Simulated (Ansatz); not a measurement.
**TiSi2P4 monolayer in a perpendicular field**

Aim: how the TiSi2P4 monolayer screens a field along its normal, and what the field does to its bands. A positive field points along +c.

Main program and level: Ansatz 0.2.0; plane-wave DFT, PBE-D3(BJ), Ansatz PAW (set soft_1); PAW set soft_1.

### Step 1. Starting point

The cell holds 7 atoms: 4 P, 2 Si and 1 Ti. Its edges and angles: a = 3.480 Å, b = 3.480 Å, c = 47.951 Å, α = 90.0°, β = 90.0°, γ = 120.0°. Vacuum lies along c.

### Step 2. Relaxation

The starting cell is a guess, so the in-plane lattice and the atoms are relaxed first, with the slab cut off from its images along the normal.

input.yaml

```yaml
crystal:
  lattice:
    - [3.48, 0.0, 0.0]
    - [-1.74, 3.0137684052, 0.0]
    - [0.0, 0.0, 47.9505076789]
  atoms:
    - { symbol: P, position: [0.0, 0.0, 0.4118830218] }
    - { symbol: Si, position: [0.3333333333, 0.6666666667, 0.4253226655] }
    - { symbol: P, position: [0.3333333333, 0.6666666667, 0.4693263706] }
    - { symbol: Ti, position: [0.0, 0.0, 0.5] }
    - { symbol: P, position: [0.3333333333, 0.6666666667, 0.5306736294] }
    - { symbol: Si, position: [0.3333333333, 0.6666666667, 0.5746773345] }
    - { symbol: P, position: [0.0, 0.0, 0.5881169782] }
  periodic: [true, true, false]
kpoints:
  mp_grid: { grid: [12, 12, 1] }
hamiltonian:
  xc: pbe
  dispersion: d3bj
  pseudopotentials: { kind: paw, azcp: { folder: soft_1 } }
scf:
  occupations: { method: fermi_dirac, width: 0.05 }
  convergence: { dr2_threshold: 1.0e-09 }
relax:
  f_tol: 0.004
  max_steps: 90
  cell: {}
output:
  write_potential: true
  write_density: true
  volumetric_format: npy
```

Run with:

```console
> ansatz run input.yaml --threads 2 --pin off --max-ram 3072MiB --backend cpu --events-out ev --progress --plain --runs-dir out
```

Numbers of over 12 decimals in the logs are rounded to 6 here.

Log:

```text
Warning: relax.cell: scf.convergence.dr2_threshold = 1e-9 eV is looser than the 2.05627596295e-10 eV advised for a relaxation that steers and ends on the stress (1e-10 eV for each atom of the cell: 7, times the square of relax.cell.stress_2d_tol = 0.05 N/m over 18.5 Å (the atoms' height at the walk's start and 5 Å past either face), 2.710e-2 GPa, over a crystal's default 0.05). What an SCF threshold leaves in a stress goes as its square root, and in the free energy as the threshold itself, and one threshold admits the most on a small cell: [figures from the program's tests cut] Set scf.convergence.dr2_threshold to 2.05627596295e-10 eV or tighter. [rest of the remark cut]
Engine: ansatz 0.2.0, aarch64-unknown-linux-gnu
Pseudopotentials: kind: paw
Pseudopotential: P, paw, valence charge 5, recommended cutoff 420 eV (normal), soft_1/P.paw.azcp
Pseudopotential: Si, paw, valence charge 4, recommended cutoff 420 eV (normal), soft_1/Si.paw.azcp
Pseudopotential: Ti, paw, valence charge 12, recommended cutoff 420 eV (normal), soft_1/Ti.paw.azcp
Functional definition: PBE
  parameter kappa = 0.804
  parameter beta = 0.066725
  exchange = pbe_x(kappa = kappa, mu = beta*pi^2/3)
  correlation = pbe_c(beta = beta)
Crystal: 7 atoms, lattice volume = 502.901 Å³
Basis set: ecut = 420 eV, 9815 PW (Γ), exchange–correlation on 48×48×648 points (8 copies of the dense FFT grid, shifted against one another)
Bands: 27, of which v1, the nominal top of the filled ones, is band 20 counted from 1 (19 counted from 0)
Symmetry: 12 space group operations
Space group: P-6m2 (ITA 187), of the structure as read, at distance tolerance 8.0e-5 Å
k-points: 19 of 144 (time reversal used)
Non-local potential: P, projectors of the file, l = 0: 2, l = 1: 2, l = 2: 1
Non-local potential: Si, projectors of the file, l = 0: 2, l = 1: 2, l = 2: 1
Non-local potential: Ti, projectors of the file, l = 0: 3, l = 1: 2, l = 2: 3, l = 3: 1
PAW form: soft (Blöchl's): semilocal exchange-correlation on the pseudo side does not see the compensation charge
PAW one-centre angular grid: P, 110 points (default); XC on 64 Gauss nodes
PAW one-centre angular grid: Si, 110 points (default); XC on 64 Gauss nodes
PAW one-centre angular grid: Ti, 590 points (default); XC on 64 Gauss nodes
Initial density: superposition of atomic densities (neutral atoms: chi_scale 0, normalization atom)
Initial wavefunctions: pseudopotential atomic-orbital guess
Functional: x = pbe(κ = 0.804, μ = 0.219515), c = pbe(β = 0.066725)
SCF iter   1: F=—  HF=-6798.684811 eV  |F-HF|=—  |Δ(HF+E_count)|=         —  Δρ=2.87e-2  dr2=6.79e0  ethr=3.10e-3  ⟨swp⟩=15.9  Hψ=4977  notcnv=0  defer=1
preconditioner: auto → LDOS  [metal: Δε(μ)=0.086 eV  Ē_g=8.023 eV  σ=0.050 eV  W_gap=0.40  n_scr=26 (ndim 8)  ℏωp=9.4 eV  f_vac=0.728  D(μ)=0.88/eV (n_scr^D=8)  β→1.0]
SCF iter   2: F=—  HF=-6798.592406 eV  |F-HF|=—  |Δ(HF+E_count)|=   9.24e-2  Δρ=2.61e-2  dr2=8.15e0  ethr=3.10e-3  ⟨swp⟩=6.4  Hψ=1725  notcnv=0  defer=26
SCF iter   3: F=—  HF=-6797.137375 eV  |F-HF|=—  |Δ(HF+E_count)|=    1.46e0  Δρ=3.82e-3  dr2=2.40e-1  ethr=3.10e-3  ⟨swp⟩=5.2  Hψ=1679  notcnv=0  defer=12
SCF iter   4: F=—  HF=-6797.099437 eV  |F-HF|=—  |Δ(HF+E_count)|=   3.79e-2  Δρ=1.33e-3  dr2=1.28e-2  ethr=6.00e-4  ⟨swp⟩=4.2  Hψ=1194  notcnv=0  defer=19
SCF iter   5: F=—  HF=-6797.099115 eV  |F-HF|=—  |Δ(HF+E_count)|=   3.22e-4  Δρ=5.13e-4  dr2=5.65e-3  ethr=3.20e-5  ⟨swp⟩=3.1  Hψ=1213  notcnv=0  defer=19
SCF iter   6: F=—  HF=-6797.098661 eV  |F-HF|=—  |Δ(HF+E_count)|=   4.54e-4  Δρ=1.44e-4  dr2=1.22e-4  ethr=1.41e-5  ⟨swp⟩=2.9  Hψ=874  notcnv=0  defer=19
SCF iter   7: F=—  HF=-6797.098745 eV  |F-HF|=—  |Δ(HF+E_count)|=   8.40e-5  Δρ=5.10e-5  dr2=4.01e-5  ethr=3.06e-7  ⟨swp⟩=3.4  Hψ=1200  notcnv=0  defer=19
SCF iter   8: F=—  HF=-6797.098874 eV  |F-HF|=—  |Δ(HF+E_count)|=   1.29e-4  Δρ=2.60e-5  dr2=1.28e-5  ethr=1.00e-7  ⟨swp⟩=2.8  Hψ=904  notcnv=0  defer=19
SCF iter   9: F=—  HF=-6797.098873 eV  |F-HF|=—  |Δ(HF+E_count)|=   2.00e-7  Δρ=8.20e-6  dr2=4.55e-7  ethr=3.20e-8  ⟨swp⟩=2.9  Hψ=854  notcnv=0  defer=19
SCF iter  10: F=—  HF=-6797.098972 eV  |F-HF|=—  |Δ(HF+E_count)|=   9.83e-5  Δρ=2.34e-6  dr2=3.02e-8  ethr=1.14e-9  ⟨swp⟩=3.5  Hψ=1144  notcnv=0  defer=19
SCF iter  11: F=—  HF=-6797.098972 eV  |F-HF|=—  |Δ(HF+E_count)|=   9.65e-8  Δρ=6.24e-7  dr2=6.71e-9  ethr=7.56e-11  ⟨swp⟩=3.2  Hψ=1069  notcnv=0  defer=19
SCF iter  12: F=-6797.098972 eV  HF=-6797.098972 eV  |F-HF|=1.68e-9  |Δ(HF+E_count)|=   1.04e-8  Δρ=1.80e-7  dr2=2.33e-10  ethr=2.50e-12  ⟨swp⟩=11.0  Hψ=4735  notcnv=0
SCF 1 converged in 12 iterations: F = -6797.098972 eV  dr2 = 2.33e-10
  greatest PAW one-centre occupation: 0.999 electrons in one spin orbital (limit 2), on the Ti atom at site 3 (counted from 0), in its partial waves of l = 0
relax step   1: F+E_penalty+E_count = -6797.09897191 eV  Δ(F+E_penalty+E_count) = +0.000e0 eV  max|allowed force component| = 3.557e0 eV/Å  Δτ_max = 0.0000 Å  P = +14.027 N/m  Ω = 502.901 Å³  fix = [c, alpha, beta]  reactions: c +0.000 N/m  (12 SCF iters, accepted)
Crystal: 7 atoms, lattice volume = 507.982 Å³
Basis set: ecut = 420 eV, 9911 PW (Γ), exchange–correlation on 48×48×648 points (8 copies of the dense FFT grid, shifted against one another)
Initial density: handed on by an earlier stage of this run
Initial wavefunctions: those handed on with the density
iter 1 solved again at ethr=8.58e-4 eV; its pass at ethr=3.10e-3 eV (dr2=3.43e-1 eV) is discarded
SCF iter   1: F=—  HF=-6798.578982 eV  |F-HF|=—  |Δ(HF+E_count)|=         —  Δρ=5.65e-3  dr2=3.48e-1  ethr=8.58e-4  ⟨swp⟩=1.9  Hψ=4980  notcnv=0
preconditioner: auto → LDOS  [metal: Δε(μ)=0.085 eV  Ē_g=7.680 eV  σ=0.050 eV  W_gap=0.40  n_scr=26 (ndim 8)  ℏωp=9.3 eV  f_vac=0.726  D(μ)=0.66/eV (n_scr^D=6)  β→1.0]
SCF iter   2: F=—  HF=-6798.808958 eV  |F-HF|=—  |Δ(HF+E_count)|=   2.30e-1  Δρ=8.00e-3  dr2=1.59e0  ethr=8.58e-4  ⟨swp⟩=6.0  Hψ=1697  notcnv=0  recentre
SCF iter   3: F=—  HF=-6798.521760 eV  |F-HF|=—  |Δ(HF+E_count)|=   2.87e-1  Δρ=2.17e-3  dr2=7.63e-2  ethr=8.58e-4  ⟨swp⟩=5.6  Hψ=1532  notcnv=0  defer=21
SCF iter   4: F=—  HF=-6798.511065 eV  |F-HF|=—  |Δ(HF+E_count)|=   1.07e-2  Δρ=8.46e-4  dr2=1.60e-2  ethr=1.91e-4  ⟨swp⟩=4.3  Hψ=1026  notcnv=0  defer=21
SCF iter   5: F=—  HF=-6798.509587 eV  |F-HF|=—  |Δ(HF+E_count)|=   1.48e-3  Δρ=1.79e-4  dr2=1.80e-4  ethr=4.01e-5  ⟨swp⟩=2.7  Hψ=881  notcnv=0  defer=21
SCF iter   6: F=—  HF=-6798.509640 eV  |F-HF|=—  |Δ(HF+E_count)|=   5.32e-5  Δρ=6.11e-5  dr2=2.00e-5  ethr=4.51e-7  ⟨swp⟩=3.5  Hψ=1177  notcnv=0  defer=21
[...]
SCF iter   7: F=—  HF=-6798.804334 eV  |F-HF|=—  |Δ(HF+E_count)|=   1.01e-4  Δρ=5.95e-6  dr2=2.22e-7  ethr=1.01e-8  ⟨swp⟩=3.4  Hψ=1136  notcnv=0  defer=27
SCF iter   8: F=—  HF=-6798.804334 eV  |F-HF|=—  |Δ(HF+E_count)|=   3.14e-7  Δρ=1.95e-6  dr2=2.05e-8  ethr=5.56e-10  ⟨swp⟩=3.4  Hψ=1116  notcnv=0  defer=27
SCF iter   9: F=—  HF=-6798.804334 eV  |F-HF|=—  |Δ(HF+E_count)|=   7.39e-8  Δρ=6.69e-7  dr2=3.68e-9  ethr=5.14e-11  ⟨swp⟩=3.4  Hψ=1126  notcnv=0  defer=27
SCF iter  10: F=-6798.804334 eV  HF=-6798.804334 eV  |F-HF|=2.55e-9  |Δ(HF+E_count)|=   8.95e-9  Δρ=1.85e-7  dr2=1.61e-10  ethr=2.50e-12  ⟨swp⟩=12.5  Hψ=4232  notcnv=0
SCF 3 converged in 10 iterations: F = -6798.804334 eV  dr2 = 1.61e-10
relax step   3: F+E_penalty+E_count = -6798.80433437 eV  Δ(F+E_penalty+E_count) = -2.945e-1 eV  max|allowed force component| = 5.285e-1 eV/Å  Δτ_max = 0.1946 Å  P = +1.397 N/m  Ω = 506.894 Å³  energy of the carried Pulay correction = -7.492e-5 eV  fix = [c, alpha, beta]  reactions: c +0.000 N/m  (10 SCF iters, accepted)
[...]
relax step   4: F+E_penalty+E_count = -6798.83610025 eV  Δ(F+E_penalty+E_count) = -3.177e-2 eV  max|allowed force component| = 1.367e-1 eV/Å  Δτ_max = 0.0710 Å  P = -0.218 N/m  Ω = 510.268 Å³  energy of the carried Pulay correction = -1.378e-4 eV  fix = [c, alpha, beta]  reactions: c -0.000 N/m  (10 SCF iters, accepted)
[...]
relax step   5: F+E_penalty+E_count = -6798.83724887 eV  Δ(F+E_penalty+E_count) = -1.149e-3 eV  max|allowed force component| = 3.571e-2 eV/Å  Δτ_max = 0.0070 Å  P = -0.008 N/m  Ω = 509.874 Å³  energy of the carried Pulay correction = -1.305e-4 eV  fix = [c, alpha, beta]  reactions: c -0.000 N/m  (9 SCF iters, accepted)
[...]
relax step   6: F+E_penalty+E_count = -6798.83731406 eV  Δ(F+E_penalty+E_count) = -6.519e-5 eV  max|allowed force component| = 1.584e-3 eV/Å  Δτ_max = 0.0017 Å  P = +0.029 N/m  Ω = 509.922 Å³  energy of the carried Pulay correction = -1.313e-4 eV  fix = [c, alpha, beta]  reactions: c +0.000 N/m  (7 SCF iters, accepted)
Initial wavefunctions: pseudopotential atomic-orbital guess (no wavefunctions were taken with the density)
iter 1 solved again at ethr=1.77e-7 eV; its pass at ethr=3.10e-3 eV (dr2=7.07e-5 eV) is discarded
SCF iter   1: F=—  HF=-6798.837269 eV  |F-HF|=—  |Δ(HF+E_count)|=         —  Δρ=1.16e-5  dr2=2.97e-8  ethr=1.77e-7  ⟨swp⟩=6.7  Hψ=7155  notcnv=0
eigensolver tolerance schedule: the retry pair's looser diagonalisation over-reported the residual by 2379.50 of it (diagonalisation noise at 0.16 of the residual, at the tolerance the schedule requests for it); recorded, not acted on — ethr = c·dr2/N_el stays at c = 1.0e-1
preconditioner: auto → LDOS  [metal: Δε(μ)=0.089 eV  Ē_g=7.479 eV  σ=0.050 eV  W_gap=0.36  n_scr=26 (ndim 8)  ℏωp=9.3 eV  f_vac=0.718  D(μ)=0.96/eV (n_scr^D=8)  β→1.0]
SCF iter   2: F=—  HF=-6798.837448 eV  |F-HF|=—  |Δ(HF+E_count)|=   1.79e-4  Δρ=3.18e-6  dr2=8.17e-8  ethr=7.42e-11  ⟨swp⟩=5.8  Hψ=1986  notcnv=0
SCF iter   3: F=—  HF=-6798.837448 eV  |F-HF|=—  |Δ(HF+E_count)|=   1.39e-8  Δρ=1.39e-6  dr2=5.11e-8  ethr=7.42e-11  ⟨swp⟩=2.5  Hψ=976  notcnv=0
SCF iter   4: F=—  HF=-6798.837447 eV  |F-HF|=—  |Δ(HF+E_count)|=   4.71e-7  Δρ=8.55e-7  dr2=6.68e-9  ethr=7.42e-11  ⟨swp⟩=3.1  Hψ=886  notcnv=0
SCF iter   5: F=-6798.837448 eV  HF=-6798.837448 eV  |F-HF|=1.15e-7  |Δ(HF+E_count)|=   3.57e-7  Δρ=1.44e-7  dr2=8.57e-11  ethr=2.50e-12  ⟨swp⟩=15.1  Hψ=5174  notcnv=0
SCF 7 converged in 5 iterations: F = -6798.837448 eV  dr2 = 8.57e-11
relax step   7: F+E_penalty+E_count = -6798.83744784 eV  Δ(F+E_penalty+E_count) = -1.338e-4 eV  max|allowed force component| = 1.662e-3 eV/Å  Δτ_max = 0.0000 Å  P = +0.029 N/m  Ω = 509.922 Å³  fix = [c, alpha, beta]  reactions: c +0.000 N/m  stress off target by 2.91e-2 N/m on what of the cell is left free  SCF on the basis re-selected at this cell (its energy is not comparable with the rows above)  (5 SCF iters)
basis re-selected at this cell: Δ(F+E_penalty+E_count) = -1.338e-4 eV, ΔP = +0.000 N/m vs the last step (what re-selecting the basis moved, of the pressure what is left beyond the Pulay correction that the steps carried, after the strain that the cell walked since its last selection, with what the two solves' SCF thresholds leave and, on support functions, any second-order correction that the steps lacked; it is no m [...]
WARN: The output density's exchange-correlation potential varies sharply where the density is thin. Do not read a vacuum level from v_tot or v_xc, or from such a field of the output density. On a cell that repeats whose density bears no net charge and no dipole along the vacuum's axis use v_es (v_loc + v_h of the components); under efield.dipole_correction with no amplitude use v_es + v_field, which holds any externa [...]
SCF converged after 5 iterations
Free energy (F): -6798.837448 eV
Harris-Foulkes:  -6798.837448 eV  (|F-HF|=1.15e-7)
Internal energy: -6798.829409 eV  (E = F + TS)
E sigma→0 (E₀):  -6798.833429 eV
Entropy (-TS):   -0.008039 eV (-1.148 meV/atom)
Fermi energy:    -5.555313 eV
--- Per-component energies (eV) ---
  E_band       = -692.833766
  E_kinetic    = 640.084131
  E_local      = -118149.704630  (includes V_loc(G=0)·N_el)
  E_nonlocal   = 235.571886
  E_hartree    = 58637.438346
  E_xc         = -521.985697
  E_vxc        = -486.713706  (∫ρ·V_xc dr)
  E_paw        = -4297.733079  (= ΣΔE_a)
  E_vpaw       = -206.947768  (= ΣTr[D̂ρ^β])
  E_aug_tail   = -0.000006  (compensation charges beyond the density's cutoff)
  E_ewald      = 56659.878360
  E_disp       = -2.378720  (pairwise vdW)
  E_smearing   = -0.008039  (= −TS)
  E_closure    = -0.000000  (closes the sum)
  Σ components = -6798.837448   (vs F -6798.837448, Δ=0.00e0)
--- Forces (eV/Å), atoms counted from 1 ---
  atom   1  P      0.00000000    -0.00000000     0.00069335
  atom   2  Si    -0.00000000     0.00000000    -0.00097314
  atom   3  P     -0.00000000    -0.00000000     0.00166188
  atom   4  Ti     0.00000000    -0.00000000     0.00000000
  atom   5  P     -0.00000000    -0.00000000    -0.00166188
  atom   6  Si     0.00000000     0.00000000     0.00097314
  atom   7  P      0.00000000    -0.00000000    -0.00069335
  max |Σ_I F_I| component: 4.90e-16 eV/Å
--- 2D stress c σ (N/m, compression-positive) ---
        0.029067       0.000000       0.000000
        0.000000       0.029067       0.000000
        0.000000       0.000000       0.000000
  P = ½ c Tr σ = 0.0291 N/m
--- Band table (eV; the first three rows and the last of 19) ---
  k-point 0: bands = [... 16 lower, -6.3652, -6.3396, -5.5305, -5.5305, -4.7458, -2.7341, -2.7341, -2.5429, ... 3 higher]
  k-point 1: bands = [... 16 lower, -6.4806, -6.3520, -5.6784, -5.6433, -4.7260, -2.9174, -2.7793, -2.5598, ... 3 higher]
  k-point 2: bands = [... 16 lower, -6.4958, -6.4912, -6.1016, -5.9182, -4.8341, -3.1957, -3.1923, -2.5501, ... 3 higher]
  k-point 18: bands = [... 16 lower, -8.0509, -8.0500, -6.8007, -6.1476, -4.4865, -3.7271, -3.5431, -3.4261, ... 3 higher]
  the weakly bound empty levels are not read free of the cell's end (no_gap_told)
--- Relaxed structure (6 steps of the walk, 6 accepted, 1 SCFs on fresh bases) ---
  F+E_penalty+E_count = -6798.83744784 eV   max|allowed force component| = 1.662e-3 eV/Å   (the final SCF, on the basis selected at the relaxed cell)
  cell:  # Å, volume = 509.9217 Å³
    - [3.504207, 0.0, 0.0]
    - [-1.752104, 3.034733, 0.0]
    - [0.0, 0.0, 47.9505076789]
  atoms:
    - { symbol: P, position: [1.0573552618554978e-17, -5.1357255561990634e-17, 0.402639] }
    - { symbol: Si, position: [0.333333, 0.666667, 0.423717] }
    - { symbol: P, position: [0.333333, 0.666667, 0.470325] }
    - { symbol: Ti, position: [1.0573552618554996e-17, -5.1357255561990634e-17, 0.5] }
    - { symbol: P, position: [0.333333, 0.666667, 0.529675] }
    - { symbol: Si, position: [0.333333, 0.666667, 0.576283] }
    - { symbol: P, position: [1.0573552618554978e-17, -5.1357255561990634e-17, 0.597361] }
```

It took 95 s on 2 threads of Arm Neoverse V2, shared host; peak memory 0.77 GiB; 3.1 min of CPU time.

The steps of the relaxation:

```csv
step,energy less that of the first step (eV),largest force component (eV/Å),volume (Å³)
1,0.0000,3.5565,502.90
2,-1.4109,1.6118,507.98
3,-1.7054,0.5285,506.89
4,-1.7371,0.1367,510.27
5,-1.7383,0.0357,509.87
6,-1.7383,0.0016,509.92
7*,-1.7385,0.0017,509.92
```

Relaxation steps marked * repeat the geometry before them on a plane-wave basis chosen anew for their cell, so energy and pressure can jump there.

Forces are held to the 12 operations that the run works with; a distortion that breaks them can't arise in this run.

```csv
cell as run,before,after,change
a (Å),3.480,3.504,+0.7 %
b (Å),3.480,3.504,+0.7 %
```

The atoms that moved most (Å, along periodic axes as changes of fractional coordinates times the final cell, across vacuum about the mean position):

| atom | dx | dy | dz | length |
| --- | --- | --- | --- | --- |
| P1 | 0.000 | 0.000 | -0.443 | 0.443 |
| P7 | 0.000 | 0.000 | 0.443 | 0.443 |
| Si2 | 0.000 | 0.000 | -0.077 | 0.077 |
| Si6 | 0.000 | 0.000 | 0.077 | 0.077 |
| P3 | 0.000 | 0.000 | 0.048 | 0.048 |
| P5 | 0.000 | 0.000 | -0.048 | 0.048 |

Numbers from this step:

| Item | Value |
| --- | --- |
| energy at zero smearing | -6798.8334 eV |

The lattice constant a goes from 3.480 to 3.504 Å.

(Continued in part 2 of 2.)

[Logs are printed without paths, hosts, clocks, repeated set-up lines and the standing remarks that a program may print on its own settings, such as how far it seeks lower states.]

[Hosts, paths, dates, database ids (printed as entryN), source tags and the programs' standing remarks are cut or masked in the printed files.]

[Maps of the electrostatic potential energy from Ansatz leave out the sawtooth potential of an applied field or a dipole correction, so their vacuum need not be flat; planar profiles and work functions include it.]
